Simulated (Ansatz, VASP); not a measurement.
Two plane-wave programs on BN

Contents of INCAR:

```
SYSTEM = BN
PREC = Accurate ; ENCUT = 600
EDIFF = 1E-7 ; ISMEAR = 0
SIGMA = 0.02 ; LREAL = .FALSE.
LASPH = .TRUE. ; NELM = 100
ALGO = Normal ; ISIF = 3
LWAVE = .FALSE. ; LCHARG = .FALSE.
GGA = PE ; IBRION = 2
NSW = 100 ; EDIFFG = -0.005
```

File KPOINTS:

```
Automatic mesh
0
G
  12 12 6
  0 0 0
```

The input POSCAR:

```
BN
1.0
    2.5539396017      0.0000000000      0.0000000000
   -1.2769698009      2.2117765748      0.0000000000
    0.0000000000      0.0000000000      4.2268550000
B N
2 2
Direct
    0.6666666700      0.3333333300      0.9997240000
    0.3333333300      0.6666666700      0.4997240000
    0.6666666700      0.3333333300      0.6252760000
    0.3333333300      0.6666666700      0.1252760000
```

Input for Ansatz:

```yaml
crystal:
  lattice:
    - [2.5539396017, 0.0, 0.0]
    - [-1.2769698009, 2.2117765748, 0.0]
    - [0.0, 0.0, 4.226855]
  atoms:
    - { symbol: B, position: [0.66666667, 0.33333333, 0.999724] }
    - { symbol: B, position: [0.33333333, 0.66666667, 0.499724] }
    - { symbol: "N", position: [0.66666667, 0.33333333, 0.625276] }
    - { symbol: "N", position: [0.33333333, 0.66666667, 0.125276] }
basis:
  ecutwfc: 420
kpoints:
  mp_grid: { grid: [12, 12, 6] }
hamiltonian:
  xc: pbe
scf:
  occupations: { method: gaussian, width: 0.02 }
output:
  forces: true
  stress: true
  eigenvalues: true
  write_density: true
  write_potential: true
  elf: true
  volumetric_format: npy
relax:
  adjacent_minimum: "off"
  f_tol: 0.005
  max_steps: 80
  cell: { stress_tol: 0.05 }
```

Measurements of this composition are mostly on another form, of space group No. 194.

Alike in both runs: task relaxation of cell and atoms; functional PBE; k mesh 12 × 12 × 6; occupations gaussian, width 0.02 eV; no spin polarisation.

|  | VASP | Ansatz |
| --- | --- | --- |
| version | VASP 6.6.1 | Ansatz 0.2.0 |
| potentials or method | VASP PAW PBE potentials, release 64 (B, N) | scalar-relativistic, plane waves, PAW |
| plane-wave cutoff (eV) | 600 | 420 |
| valence electrons in the cell | 16 | 16 |

Ansatz gave:

```
gap on the k mesh at the Fermi level, each at its own relaxed structure (eV) : 5.23
relaxed volume (Å³/atom)                                                     : 5.97
relaxed cell length with the largest relative difference (Å)                 : 2.555
```

What did VASP give for the same quantities?

gap on the k mesh at the Fermi level, each at its own relaxed structure (eV): 5.21; relaxed volume (Å³/atom): 5.97; relaxed cell length with the largest relative difference (Å): 2.554.

A k mesh can miss the band edges. As with any semilocal functional, this PBE gap is likely too small.
